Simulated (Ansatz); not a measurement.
PbS under changes of volume

One of the cells (26.664 Å³/atom); the others are scaled copies at fixed shape and fractional positions:

```
Pb S
1.0
     2.07995   -5.99130    0.00000
     2.07995    5.99130    0.00000
     0.00000    0.00000    4.27932
Pb S
2 2
Cartesian
  2.0800 4.4268 1.0698
  2.0800 -4.4268 3.2095
  2.0800 1.7399 1.0698
  2.0800 -1.7399 3.2095
```

Measurements of this composition are mostly on another form, of space group No. 225.

| Item | Value |
| --- | --- |
| Program | Ansatz 0.2.0 |
| Functional | PBEsol |
| Potentials or basis | all-electron LAPW, scalar-relativistic |
| Cutoff | 202 eV (chosen from the basis error) |
| Basis error allowed | 0.002 eV/atom |
| k mesh | 7 × 7 × 6 |
| Occupations | fermi-dirac, width 0.05 eV |
| Spin | no spin polarisation |

| volume (Å³/atom) | energy over the lowest point (meV/atom) | pressure (GPa) | gap on the mesh (eV) | largest force (eV/Å) |
| --- | --- | --- | --- | --- |
| 25.064 | ? | ? | ? | ? |
| 25.597 | 0.00 | 0.4 | 1.07 | 0.226 |
| 26.130 | 0.78 | -0.8 | 1.12 | 0.092 |
| 26.664 | 5.26 | -1.9 | 1.16 | 0.034 |
| 27.197 | 13.04 | -2.8 | 1.20 | 0.151 |
| 27.730 | 23.79 | -3.6 | 1.24 | 0.260 |
| 28.263 | 37.18 | -4.4 | 1.25 | 0.362 |

Problem. What does the run at 25.064 Å³/atom give?

Solution. Energy over the lowest point 3.36 meV/atom; pressure 1.7 GPa; gap on the mesh 1.02 eV; largest force 0.370 eV/Å.

Worked out: A Birch-Murnaghan fit of order 3 (a polynomial in V^(-2/3)) to the other rows has its minimum at 25.76 Å³/atom with B0 = V·E''(V) = 58 GPa and B' = 4.4 at fixed shape and positions, which overstates the stiffness. It gives 3.35 meV/atom at 25.064 Å³/atom, against the run's 3.36, and -dE/dV = 1.7 GPa, against 1.7. A parabola through the other rows of the gap, of slope 3.02 eV per unit of ln V there, extrapolates to 1.01 eV, against the run's 1.02.

Energies are extrapolated to zero smearing.

Caveats: spin-orbit coupling is left out, which as a rule narrows the gap of such compounds by several tenths of an eV; an odd mesh through Γ misses points on the zone boundary, where band edges often lie.
